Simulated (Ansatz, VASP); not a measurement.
# MgO in VASP and in Ansatz

The input POSCAR:

```
MgO
1.0
    0.0000000000      2.1229832853      2.1229832853
    2.1229832853      0.0000000000      2.1229832853
    2.1229832853      2.1229832853      0.0000000000
Mg O
1 1
Direct
    0.0000000000      0.0000000000      0.0000000000
    0.5000000000      0.5000000000      0.5000000000
```

File INCAR.step1:

```
SYSTEM = MgO
ALGO = Normal ; EDIFF = 1E-4
ENCUT = 520 ; GGA = PE
ISMEAR = 0 ; LASPH = .True.
LCHARG = .False. ; LREAL = .False.
LWAVE = .True. ; NBANDS = 11
NELM = 60 ; PREC = Accurate
SIGMA = 0.02
```

The input INCAR.step2:

```
SYSTEM = MgO
ALGO = Normal ; EDIFF = 1E-6
ENCUT = 520 ; ISIF = 2
ISMEAR = 0 ; ISTART = 1
LASPH = .True. ; LCHARG = .False.
LMIXTAU = .True. ; LREAL = .False.
LWAVE = .False. ; METAGGA = R2SCAN
NBANDS = 11 ; NELM = 60
PREC = Accurate ; SIGMA = 0.02
```

Contents of KPOINTS:

```
k-points
0
Gamma
  10 10 10
  0 0 0
```

Input for Ansatz:

```yaml
crystal:
  lattice:
    - [0.0, 2.1229832853, 2.1229832853]
    - [2.1229832853, 0.0, 2.1229832853]
    - [2.1229832853, 2.1229832853, 0.0]
  atoms:
    - { symbol: Mg, position: [0.0, 0.0, 0.0] }
    - { symbol: O, position: [0.5, 0.5, 0.5] }
basis:
  ecutwfc: 500
kpoints:
  mp_grid: { grid: [10, 10, 10] }
hamiltonian:
  xc: r2scan
scf:
  occupations: { method: gaussian, width: 0.02 }
output:
  forces: true
  stress: true
  eigenvalues: true
```

Alike in both runs: task single point; functional r2SCAN; k mesh 10 × 10 × 10; occupations gaussian, width 0.02 eV; no spin polarisation.

```csv
,VASP,Ansatz
version,VASP 6.6.1,Ansatz 0.2.0
potentials or method,"VASP PAW PBE potentials, release 64 (Mg, O)","scalar-relativistic, plane waves, PAW"
plane-wave cutoff (eV),520,500
valence electrons in the cell,8,16
```

|  | VASP | Ansatz | Ansatz less VASP |
| --- | --- | --- | --- |
| gap on the k mesh at the Fermi level (eV) | 5.36 | 5.39 | +0.025 |
| least direct gap on the mesh (eV) | 5.36 | 5.39 | +0.025 |
| pressure (GPa) | -5.8 | -4.6 | +1.13 |

The two sets of potentials don't hold the same shells in valence.

Caveats: the PAW data sets were made with another functional, which shifts forces and pressure a little (VASP). r2SCAN opens gaps a little over a GGA but as a rule still falls short of measured ones.
